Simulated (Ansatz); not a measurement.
Runs of Ansatz 0.2.0 on KCl (Sylvite). It takes space group Fm-3m (No. 225, cubic). The conventional cell has a = 6.293 Å, b = 6.293 Å, c = 6.293 Å, α = 90.00°, β = 90.00°, γ = 90.00°. K (site symmetry m-3m) has 6 Cl at 3.15 Å as nearest neighbours. Around Cl (site symmetry m-3m) lie 6 K at 3.15 Å. 

| task | potentials or basis | cell | cutoff (eV) | gap on the mesh (eV) | pressure (GPa) |
| --- | --- | --- | --- | --- | --- |
| relaxation of cell and atoms | all-electron LAPW, scalar-relativistic | relaxed to 10 GPa | - | 5.92 | 10.0 |
| band structure | all-electron LAPW, inner shells corrected to Dirac's equation | as given | 140 | 5.03 | -0.4 |
| relaxation of cell and atoms | all-electron LAPW, scalar-relativistic | relaxed to 20 GPa | - | 5.53 | 20.0 |
| band structure | all-electron LAPW, scalar-relativistic | as given | 140 | 5.03 | -0.4 |
| relaxation of cell and atoms | all-electron LAPW, scalar-relativistic | relaxed to 5 GPa | - | (a) | 5.0 |

Alike in all rows: level PBEsol; no spin polarisation; k mesh 7 × 7 × 7; smearing fermi-dirac 0.05 eV; basis error allowed 0.001 eV/atom.

Q: Fill in the values left out.

A: (a) 5.74.

Caveats: an odd mesh through Γ misses points on the zone boundary, where band edges often lie (some runs).
